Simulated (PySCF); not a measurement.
These 10 structures share the formula C4H9N. Method: PySCF, PBE0-D3(BJ)/def2-SVP geometry optimisation, gas phase. Energies are electronic, without zero-point or thermal terms, for one conformer each. No frequencies were run at this level. Point groups hold within 0.08 Å.

Problem. Rank from lowest to highest electronic energy at this level (kJ/mol).
A. `[CH3:1][CH2:2]/[CH:3]=[N:4]\[CH3:5]` with C1–C2–C3–N4 -127°
B. `[NH2:1][CH2:2][CH:3]1[CH2:4][CH2:5]1` with H–N1–C2–C3 -62° and 180°, N1–C2–C3–C4 157° (cyclopropylmethylamine)
C. `[CH3:1][NH:2][CH:3]1[CH2:4][CH2:5]1` with C1–N2–C3–C4 -87°
D. `C=CN(C)C`
E. `[CH3:1]/[CH:2]=[N:3]\[CH2:4][CH3:5]` with C2–N3–C4–C5 -179°
F. `[H]/[N:5]=[C:3](\[CH2:2][CH3:1])[CH3:4]` with C1–C2–C3–C4 77°
G. `[CH3:1]/[CH:2]=[N:3]/[CH2:4][CH3:5]` with C2–N3–C4–C5 120°
H. `[CH2:1]1[CH2:2][CH2:3][NH:4][CH2:5]1` with C5–C1–C2–C3 0°, C1–C2–C3–N4 -23°, C2–C3–N4–C5 37°, C3–N4–C5–C1 -37°
I. `[CH2:1]=[CH:2][C@H:3]([CH3:4])[NH2:5]` with C1–C2–C3–C4 -110°, C2–C3–N5–H 63° and 179°
J. `[NH2:1][CH:2]1[CH2:3][CH2:4][CH2:5]1` with H–N1–C2–C3 -62° and 179°, N1–C2–C3–C4 147°, C2–C3–C4–C5 -20°, C3–C4–C5–C2 20°, N1–C2–C5–C4 -142° (cyclobutylamine)

Solution. H (0.0), F (10.9), G (32.9), E (49.1), J (49.7), A (56.6), B (68.2), I (68.4), D (71.0), C (83.3).

As drawn, the highest has a three-membered ring, which the lowest lacks. Neighbours under 10 kJ/mol apart (C/C=N\CC and NC1CCC1; NC1CCC1 and CC/C=N\C; NCC1CC1 and C=C[C@H](C)N; C=C[C@H](C)N and C=CN(C)C) can change places with a better method, another conformer or zero-point energy. C/C=N/CC and C/C=N\CC are stereoisomers, 16.2 kJ/mol apart in the conformers taken.

```json
{"SMILES": "C1CCNC1", "E (Eh)": "-212.18472", "E rel (kJ/mol)": "0.0", "dipole (D)": "1.22", "point group": "Cs", "A, B, C (MHz)": "6914, 6728, 3928"}
{"SMILES": "[H]/N=C(/C)CC", "E (Eh)": "-212.18056", "E rel (kJ/mol)": "10.9", "dipole (D)": "2.39", "point group": "C1", "A, B, C (MHz)": "7404, 3802, 2957"}
{"SMILES": "C/C=N/CC", "E (Eh)": "-212.17218", "E rel (kJ/mol)": "32.9", "dipole (D)": "1.33", "point group": "C1", "A, B, C (MHz)": "18164, 2295, 2222"}
{"SMILES": "C/C=N\\CC", "E (Eh)": "-212.16600", "E rel (kJ/mol)": "49.1", "dipole (D)": "2.05", "point group": "Cs", "A, B, C (MHz)": "15171, 2614, 2327"}
{"SMILES": "NC1CCC1", "E (Eh)": "-212.16579", "E rel (kJ/mol)": "49.7", "dipole (D)": "1.18", "point group": "–", "A, B, C (MHz)": "10045, 4242, 3399"}
{"SMILES": "CC/C=N\\C", "E (Eh)": "-212.16316", "E rel (kJ/mol)": "56.6", "dipole (D)": "1.91", "point group": "C1", "A, B, C (MHz)": "12457, 2676, 2462"}
{"SMILES": "NCC1CC1", "E (Eh)": "-212.15874", "E rel (kJ/mol)": "68.2", "dipole (D)": "1.17", "point group": "C1", "A, B, C (MHz)": "12454, 3198, 2867"}
{"SMILES": "C=C[C@H](C)N", "E (Eh)": "-212.15864", "E rel (kJ/mol)": "68.4", "dipole (D)": "1.45", "point group": "C1", "A, B, C (MHz)": "7843, 3604, 2804"}
{"SMILES": "C=CN(C)C", "E (Eh)": "-212.15767", "E rel (kJ/mol)": "71.0", "dipole (D)": "1.64", "point group": "C1", "A, B, C (MHz)": "8669, 4070, 2907"}
{"SMILES": "CNC1CC1", "E (Eh)": "-212.15297", "E rel (kJ/mol)": "83.3", "dipole (D)": "0.91", "point group": "C1", "A, B, C (MHz)": "12717, 3353, 2999"}
```

Problem. As an exercise, what shares would exp(−E/RT) give at 298.15 K from these electronic energies alone (no entropy, no degeneracies)?

Solution. RT = 2.479 kJ/mol: C1CCNC1 98.8 %, [H]/N=C(/C)CC 1.2 %, C/C=N/CC under 0.1 %, C/C=N\CC under 0.1 %, NC1CCC1 under 0.1 %, CC/C=N\C under 0.1 %, NCC1CC1 under 0.1 %, C=C[C@H](C)N under 0.1 %, C=CN(C)C under 0.1 %, CNC1CC1 under 0.1 %.
